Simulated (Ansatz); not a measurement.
A run of Ansatz 0.2.0 is set up as follows.

File input.yaml:

```yaml
crystal:
  lattice:
    - [2.881, 0.0, 0.0]
    - [0.0, 2.881, 0.0]
    - [0.0, 0.0, 2.881]
  atoms:
    - { symbol: Ni, position: [0.5, 0.5, 0.5], spin: 1.0 }
    - { symbol: Al, position: [0.0, 0.0, 0.0] }
kpoints:
  mp_grid: { grid: [9, 9, 9] }
scf:
  occupations: { method: gaussian, width: 0.022 }
hamiltonian:
  xc: pbe
  pseudopotentials: { kind: all_electron, lapw: { basis_error: 0.001 } }
magnetization:
  spin_polarized: true
output:
  forces: true
  stress: true
  eigenvalues: true
```

Potentials or basis: all-electron LAPW, scalar-relativistic.

Run with:

```bash
$ ansatz run input.yaml --threads 2 --pin off --max-ram 6144MiB --backend cpu --events-out ev --progress --plain --runs-dir out
```

Task: What does it give for the net moment?

Result: 0.00 μB per cell.

Task: Predict the band gap on the k mesh.

Result: None (metal or under the smearing width).

Task: Estimate the absolute moment.

Result: 0.00 μB per cell.

Task: What does it give for the pressure?

Result: 1.9 GPa.

Caveat: the starting moments weren't kept.
